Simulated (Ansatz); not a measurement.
**BeSe (zincblende) under strain**

BeSe in the zincblende structure, relaxed with r2SCAN in Ansatz 0.2.0. It is cubic, F-43m (No. 216); a = 5.162 Å in the conventional setting, 17.19 Å³ an atom. Be is surrounded by 4 Se at 2.24 Å; Se is surrounded by 4 Be at 2.24 Å.

The axes x, y and z are those of this cell:
```xyz
2
Lattice="0.0000 2.5810 2.5810 2.5810 0.0000 2.5810 2.5810 2.5810 0.0000" Properties=species:S:1:pos:R:3 pbc="T T T"
Be    0.0000    0.0000    0.0000
Se    1.2905    1.2905    1.2905
```

Unstrained: With PBE the valence top lies at Γ and the conduction bottom at X, 2.656 eV higher; the smallest vertical gap, at Γ, is 4.289 eV. With r2SCAN the valence top lies at Γ and the conduction bottom at X, 3.125 eV higher; the smallest vertical gap, at Γ, is 5.036 eV. With HSE06 the valence top lies at Γ and the conduction bottom at X, 3.489 eV higher; the smallest vertical gap, at Γ, is 5.375 eV. Meshes: PBE 8×8×8, r2SCAN 8×8×8, HSE06 6×6×6. Strains are changes of length per length. After each strain the atoms were relaxed again with r2SCAN within the symmetry that the strain leaves, so tilts or polar shifts that break it weren't tested; points keep the names that they have in the unstrained zone. No spin polarisation and no zero-point or thermal motion.

Changes of the least gap in eV (an overlap counts as a negative gap):

| strain | volume change (%) | space group | PBE | r2SCAN | HSE06 | energy rise, r2SCAN (meV/atom) |
| --- | --- | --- | --- | --- | --- | --- |
| isotropic +1.11 % on every length | +3.4 | F-43m | +0.067 | +0.066 | +0.070 | 4.6 |
| epitaxial -0.58 % in the xy plane, free normal strain +0.46 % | -0.7 | I-4m2 | -0.058 | -0.060 | -0.060 | 0.5 |
| biaxial -1.23 % in x and y, z held | -2.4 | I-4m2 | -0.106 | -0.107 | -0.109 | 3.1 |

Isotropic +1.11 % on every length. HSE06: the gap goes from 3.489 to 3.559 eV (+0.070 eV). Stress change with r2SCAN, compression positive: xx -2.48, yy -2.48, zz -2.48 GPa. For HSE06, dE_g/d ln V = 2.1 eV over this step.

Epitaxial -0.58 % in the xy plane, free normal strain +0.46 %. HSE06: the gap goes from 3.489 to 3.429 eV (-0.060 eV); with r2SCAN the top three valence levels at Γ, degenerate before, become 2+1 from the top over 60 meV. Stress change with r2SCAN, compression positive: xx +0.86, yy +0.86, zz -0.02 GPa.

Biaxial -1.23 % in x and y, z held. HSE06: the gap goes from 3.489 to 3.380 eV (-0.109 eV); with r2SCAN the top three valence levels at Γ, degenerate before, become 2+1 from the top over 72 meV. Stress change with r2SCAN, compression positive: xx +2.42, yy +2.42, zz +1.36 GPa.

Spin-orbit coupling is left out.

The meshes of the hybrids are coarse, so their gaps aren't converged to the digits shown.

The splittings at Γ are without spin-orbit coupling, which regroups them where it is of like size or larger.
